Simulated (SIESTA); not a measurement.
# C (P6_3/mmc) in SIESTA: a series of runs, part 2 of 2

SIESTA 5.4.2. The steps go on from the part before.

## (3) Single point, SVWN5, 5.33 Å³/atom

The COD entry that gives the cell may itself be a prediction, so a difference from it is no test against experiment.

The input, C.fdf:

```
SystemName                      Carbon
SystemLabel                     C
NumberOfSpecies                 1
NumberOfAtoms                   8
%block ChemicalSpeciesLabel
  1   6 C
%endblock ChemicalSpeciesLabel

LatticeConstant                 1.0 Ang
%block LatticeVectors
     2.4706141248     0.0000000000     0.0000000000
    -1.2353070624     2.1396145950     0.0000000000
     0.0000000000     0.0000000000     8.0689487361
%endblock LatticeVectors
AtomicCoordinatesFormat         Fractional
%block AtomicCoordinatesAndAtomicSpecies
     0.6666666667     0.3333333333     0.8437500000  1  C
     0.3333333333     0.6666666667     0.3437500000  1  C
     0.6666666667     0.3333333333     0.6562500000  1  C
     0.3333333333     0.6666666667     0.1562500000  1  C
     0.0000000000     0.0000000000     0.9062500000  1  C
     0.0000000000     0.0000000000     0.4062500000  1  C
     0.0000000000     0.0000000000     0.5937500000  1  C
     0.0000000000     0.0000000000     0.0937500000  1  C
%endblock AtomicCoordinatesAndAtomicSpecies

%block kgrid.MonkhorstPack
    8   0   0  0.0
    0   8   0  0.0
    0   0   3  0.0
%endblock kgrid.MonkhorstPack
%block XC.Mix
  2
  LDA LIBXC-00-LDA_X 1.0 0.0
  LDA LIBXC-00-LDA_C_VWN 0.0 1.0
%endblock XC.Mix
PAO.BasisSize                   DZP
PAO.EnergyShift                 0.002 Ry
Mesh.Cutoff                     500 Ry
OccupationFunction              FD
ElectronicTemperature           0.05 eV
MaxSCFIterations                120
SCF.MustConverge                false
SCF.Mixer.Method                Pulay
SCF.Mixer.Weight                0.25
SCF.Mixer.History               8
SCF.DM.Tolerance                5.0e-05
SCF.H.Tolerance                 1.0e-03 eV
WriteForces                     true
Charge.Mulliken                 end
```

Potentials or basis: PseudoDojo 0.4 standard (LDA files), DZP (energy shift 0.002 Ry).

Command:

```sh
> siesta < C.fdf > C.out 2>&1
```

It took 1.9 min on 1 thread of Arm Neoverse V2, shared host; peak memory 0.37 GiB.

Results (log left out):

| Item | Value |
| --- | --- |
| Free energy | -1311.7128 eV |
| Pressure | 27.2 GPa |
| Largest force | 0.367 eV/Å |
| Band gap on the k mesh | 4.72 eV, indirect (least direct gap 5.37 eV) |

Caveat: an odd mesh through Γ misses points on the zone boundary, where band edges often lie; the basis of atomic orbitals isn't converged, which shifts pressures, moduli and gaps.

## (4) Single point, SVWN5, 5.45 Å³/atom

C.fdf, as its differences from that of step 3:

```diff
@@ -10,5 +10,5 @@
 %block LatticeVectors
-     2.4706141248     0.0000000000     0.0000000000
-    -1.2353070624     2.1396145950     0.0000000000
-     0.0000000000     0.0000000000     8.0689487361
+     2.4880133891     0.0000000000     0.0000000000
+    -1.2440066945     2.1546827999     0.0000000000
+     0.0000000000     0.0000000000     8.1257741910
 %endblock LatticeVectors
```

Command:

```sh
> siesta < C.fdf > C.out 2>&1
```

Run time: 1.8 min. Hardware: 1 thread of Arm Neoverse V2, shared host; peak memory 0.37 GiB.

The run converged. Its results:

```
Free energy            : -1311.8347 eV
Pressure               : 16.1 GPa
Largest force          : 0.356 eV/Å
Band gap on the k mesh : 4.66 eV, indirect (least direct gap 5.32 eV)
```

Caveat: an odd mesh through Γ misses points on the zone boundary, where band edges often lie; the basis of atomic orbitals isn't converged, which shifts pressures, moduli and gaps.

## (5) Single point, SVWN5, 5.56 Å³/atom

C.fdf, as its differences from that of step 4:

```diff
@@ -10,5 +10,5 @@
 %block LatticeVectors
-     2.4880133891     0.0000000000     0.0000000000
-    -1.2440066945     2.1546827999     0.0000000000
-     0.0000000000     0.0000000000     8.1257741910
+     2.5051726443     0.0000000000     0.0000000000
+    -1.2525863222     2.1695431509     0.0000000000
+     0.0000000000     0.0000000000     8.1818157839
 %endblock LatticeVectors
```

Command:

```sh
> siesta < C.fdf > C.out 2>&1
```

It took 1.8 min on 1 thread of Arm Neoverse V2, shared host; peak memory 0.36 GiB.

It converged, with:

```yaml
Free_energy: -1311.8967 eV
Pressure: 5.9 GPa
Largest_force: 0.347 eV/Å
Band_gap_on_the_k_mesh: 4.60 eV, indirect (least direct gap 5.28 eV)
```

Caveat: an odd mesh through Γ misses points on the zone boundary, where band edges often lie; the basis of atomic orbitals isn't converged, which shifts pressures, moduli and gaps.

## (6) Single point, SVWN5, 5.67 Å³/atom

C.fdf, as its differences from that of step 5:

```diff
@@ -10,5 +10,5 @@
 %block LatticeVectors
-     2.5051726443     0.0000000000     0.0000000000
-    -1.2525863222     2.1695431509     0.0000000000
-     0.0000000000     0.0000000000     8.1818157839
+     2.5221000000     0.0000000000     0.0000000000
+    -1.2610500000     2.1842026709     0.0000000000
+     0.0000000000     0.0000000000     8.2371000000
 %endblock LatticeVectors
```

Potentials or basis: PseudoDojo 0.4 standard (LDA files), DZP (energy shift 0.002 Ry).

Command:

```sh
> siesta C.fdf > C.out 2>&1
```

Wall time 1.7 min (1 thread of Arm Neoverse V2, shared host); peak memory 0.36 GiB.

The run converged. Its results:

```
Free energy            : -1311.9040 eV
Pressure               : -3.2 GPa
Largest force          : 0.337 eV/Å
Band gap on the k mesh : 4.55 eV, indirect (least direct gap 5.23 eV)
```

Caveat: an odd mesh through Γ misses points on the zone boundary, where band edges often lie; the basis of atomic orbitals isn't converged, which shifts pressures, moduli and gaps.

## (7) Single point, SVWN5, 5.79 Å³/atom

C.fdf, as its differences from that of step 6:

```diff
@@ -10,5 +10,5 @@
 %block LatticeVectors
-     2.5221000000     0.0000000000     0.0000000000
-    -1.2610500000     2.1842026709     0.0000000000
-     0.0000000000     0.0000000000     8.2371000000
+     2.5388031358     0.0000000000     0.0000000000
+    -1.2694015679     2.1986680108     0.0000000000
+     0.0000000000     0.0000000000     8.2916519209
 %endblock LatticeVectors
```

Command:

```sh
> siesta < C.fdf > C.out 2>&1
```

Run time: 1.7 min. Hardware: 1 thread of Arm Neoverse V2, shared host; peak memory 0.35 GiB.

Results (log left out):

```yaml
Free_energy: -1311.8619 eV
Pressure: -11.5 GPa
Largest_force: 0.328 eV/Å
Band_gap_on_the_k_mesh: 4.49 eV, indirect (least direct gap 5.18 eV)
```

Caveat: an odd mesh through Γ misses points on the zone boundary, where band edges often lie; the basis of atomic orbitals isn't converged, which shifts pressures, moduli and gaps.

## (8) Single point, SVWN5, 5.90 Å³/atom

C.fdf, as its differences from that of step 7:

```diff
@@ -10,5 +10,5 @@
 %block LatticeVectors
-     2.5388031358     0.0000000000     0.0000000000
-    -1.2694015679     2.1986680108     0.0000000000
-     0.0000000000     0.0000000000     8.2916519209
+     2.5552893324     0.0000000000     0.0000000000
+    -1.2776446662     2.2129454759     0.0000000000
+     0.0000000000     0.0000000000     8.3454953252
 %endblock LatticeVectors
```

Command:

```sh
> siesta < C.fdf > C.out 2>&1
```

Wall time 97 s (1 thread of Arm Neoverse V2, shared host); peak memory 0.35 GiB.

Results (log left out):

```yaml
Free_energy: -1311.7744 eV
Pressure: -19.1 GPa
Largest_force: 0.318 eV/Å
Band_gap_on_the_k_mesh: 4.43 eV, indirect (least direct gap 5.14 eV)
```

Caveat: an odd mesh through Γ misses points on the zone boundary, where band edges often lie; the basis of atomic orbitals isn't converged, which shifts pressures, moduli and gaps.

## (9) Single point, SVWN5, 6.01 Å³/atom

C.fdf, as its differences from that of step 8:

```diff
@@ -10,5 +10,5 @@
 %block LatticeVectors
-     2.5552893324     0.0000000000     0.0000000000
-    -1.2776446662     2.2129454759     0.0000000000
-     0.0000000000     0.0000000000     8.3454953252
+     2.5715654994     0.0000000000     0.0000000000
+    -1.2857827497     2.2270410500     0.0000000000
+     0.0000000000     0.0000000000     8.3986527796
 %endblock LatticeVectors
```

Potentials or basis: PseudoDojo 0.4 standard (LDA files), DZP (energy shift 0.002 Ry).

Command:

```sh
> siesta C.fdf > C.out 2>&1
```

Run time: 94 s. Hardware: 1 thread of Arm Neoverse V2, shared host; peak memory 0.35 GiB.

The run converged. Its results:

```yaml
Free_energy: -1311.6459 eV
Pressure: -26.1 GPa
Largest_force: 0.308 eV/Å
Band_gap_on_the_k_mesh: 4.38 eV, indirect (least direct gap 5.09 eV)
```

Caveat: an odd mesh through Γ misses points on the zone boundary, where band edges often lie; the basis of atomic orbitals isn't converged, which shifts pressures, moduli and gaps.

## (10) Equation of state, SVWN5

No new run: the results of the series are fitted here.

Results:

| Item | Value |
| --- | --- |
| Equilibrium volume | 5.63 Å³/atom |
| Bulk modulus at fixed shape and positions | 450 GPa |
| Pressure derivative of the bulk modulus | 3.7 |

Energy against volume, from the lowest point:
```csv
volume (Å³/atom),energy (meV/atom)
5.332,23.90
5.445,8.66
5.559,0.91
5.672,0.00
5.785,5.26
5.899,16.20
6.012,32.26
```

Caveat: the cell was scaled at fixed shape and fractional positions, which overstates the stiffness of a crystal with free parameters, most of all of layers and chains; the basis of atomic orbitals isn't converged, which shifts pressures, moduli and gaps.
